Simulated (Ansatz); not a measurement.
Pb, 2 atoms in the cell. The structure is cubic, space group Fd-3m (No. 227). Conventional cell: a = 6.878 Å, b = 6.878 Å, c = 6.878 Å, α = 90.00°, β = 90.00°, γ = 90.00°. Around Pb (site symmetry -43m) lie 4 Pb at 2.98 Å. This isn't the form of Pb at room conditions, which is fcc.

| Item | Value |
| --- | --- |
| Program | Ansatz 0.2.0 |
| Task | band structure |
| Functional | HSEsol |
| Potentials or basis | Ansatz PAW |
| Cutoff | 420 eV (not typed: the program's choice for these potentials) |
| k mesh | 4 × 4 × 4 |
| Occupations | fermi-dirac, width 0.05 eV |
| Spin | no spin polarisation |
| Path | [["G", "X", "W", "K", "G", "L", "U", "W", "L", "K"], ["U", "X"]] |
| Points for each segment of the path | 4 |

Hardware: 1 × NVIDIA H100 80GB HBM3 with 2 threads of AMD EPYC 7R13 Processor (Zen 3), with other jobs on the host.

Problem. Estimate the wall time of this run.

Solution. Run time: 31 s on 1 × NVIDIA H100 80GB HBM3 with 2 threads of AMD EPYC 7R13 Processor (Zen 3) (shared host), peak memory 1.5 GiB. Counts: scf iterations 16, plane waves 1639, k points 8, bands 20.
